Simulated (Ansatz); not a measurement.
TiPbO3: strain energy, fitted

TiPbO3, P4mm, a = 3.859 Å, c = 4.268 Å. The structure is a Materials Project entry; whether it is the stable form wasn't checked. Ansatz: PBEsol, PAW, 420 eV, Γ-centred 8×8×6 mesh on 5 atoms, Gaussian smearing 0.02 eV; no spin polarisation. Series: strain along c alone, the other axes held, atoms relaxed; x is the strain in per cent. y is the free energy over the unstrained cell, V0 = 12.711 Å³/atom.

```
x (%) y (meV/atom)
 -3.0             ?
 -2.0          0.69
 -1.0          0.14
  0.0          0.00
  1.0          0.14
  2.0          0.61
  3.0          1.36
```

Task: Fit y = c2 x² + c3 x³ to the other rows, turn c2 into a modulus, and predict the missing energy.

Result: Least squares on the rows shown. y = 0.1624 x² − 0.003945 x³. In eV per unit strain² c2 is 1.624; this is C33 with relaxed ions (E = ½ C33 V0 ε²): 2 × 1.624 × 160.2 / (12.711) = 41 GPa. Energies this small carry numerical noise of a few hundredths of a meV. With a term in x⁴ added, the coefficient of x² becomes 0.1555, 4 % less, which shows how far this figure hangs on the form. At x = -3.0 the fit asked for gives 1.57 meV/atom. The run gave 1.72 meV/atom, so the fit is 0.15 meV/atom too low, small in itself but 9 % of the span of the series.

Spin–orbit coupling is left out, which can shift energies with elements as heavy as these.